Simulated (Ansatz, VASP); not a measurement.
# Al: VASP beside Ansatz

```
CELL_PARAMETERS angstrom
0.00000 1.99536 1.99536
1.99536 0.00000 1.99536
1.99536 1.99536 0.00000
ATOMIC_POSITIONS crystal
Al 0.00000 0.00000 0.00000
```

Alike in both runs: functional r2SCAN; k mesh 18 × 18 × 18; occupations gaussian, width 0.1 eV; no spin polarisation.

Ansatz relaxed the structure, and its values are those at the end. VASP's run is a single point on that final structure, the one shown.

|  | VASP | Ansatz |
| --- | --- | --- |
| version | VASP 6.6.1 | Ansatz 0.2.0 |
| potentials or method | VASP PAW PBE potentials, release 64 (Al) | scalar-relativistic, plane waves, PAW |
| plane-wave cutoff (eV) | 520 | 500 |
| valence electrons in the cell | 3 | 3 |

VASP gave:

| Item | Value |
| --- | --- |
| gap on the k mesh at the Fermi level (eV) | none |
| pressure (GPa) | -0.2 |

Question: What did Ansatz give for the same quantities?

Answer: gap on the k mesh at the Fermi level (eV): none; pressure (GPa): 0.0.

A gap of «none» marks a metal or a gap that the smearing closes. With one functional, cell and mesh, what is left measures potentials, basis and numerics.

Caveats: the PAW data sets were made with another functional, which shifts forces and pressure a little (VASP).
